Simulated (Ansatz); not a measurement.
## C in Ansatz: the effect of functional

C:

```
C
1.0
     2.52210    0.00000    0.00000
    -1.26105    2.18420    0.00000
     0.00000    0.00000    8.23710
C
8
Direct
  0.66667 0.33333 0.84375
  0.33333 0.66667 0.34375
  0.66667 0.33333 0.65625
  0.33333 0.66667 0.15625
  0.00000 0.00000 0.90625
  0.00000 0.00000 0.40625
  0.00000 0.00000 0.59375
  0.00000 0.00000 0.09375
```

This is a hexagonal form of diamond, not graphite.

Alike in all runs:

| Property | Result |
| --- | --- |
| Program | Ansatz 0.2.0 |
| Task | band structure |
| Potentials or basis | Ansatz PAW |
| k mesh | 12 × 12 × 4 |
| Occupations | fermi-dirac, width 0.05 eV |
| Spin | no spin polarisation |

Task: One run gave: gap on the mesh 4.28 eV; pressure -4.3 GPa. Which functional did it use?
A. revPBE
B. PBEsol
C. LDA
D. RPBE
E. BLYP

Result: B.

| functional | cutoff | gap on the mesh (eV) | pressure (GPa) |
| --- | --- | --- | --- |
| LDA | 420 eV (not typed: the program's choice for these potentials) | 4.38 | -12.6 |
| PBEsol | 420 eV (not typed: the program's choice for these potentials) | 4.28 | -4.3 |
| RPBE | 420 eV (not typed: the program's choice for these potentials) | 4.42 | 8.4 |
| revPBE | 420 eV (not typed: the program's choice for these potentials) | 4.42 | 6.9 |
| BLYP | 420 eV (not typed: the program's choice for these potentials) | 4.75 | 11.5 |
| r2SCAN | 500 eV (not typed: the program's choice for these potentials) | 4.64 | -1.9 |

Caveats: the PAW data sets come from PBE, with cores solved anew for the run's functional, which leaves a small shift of forces and pressure.

Runs at the PBE level aren't shown here.
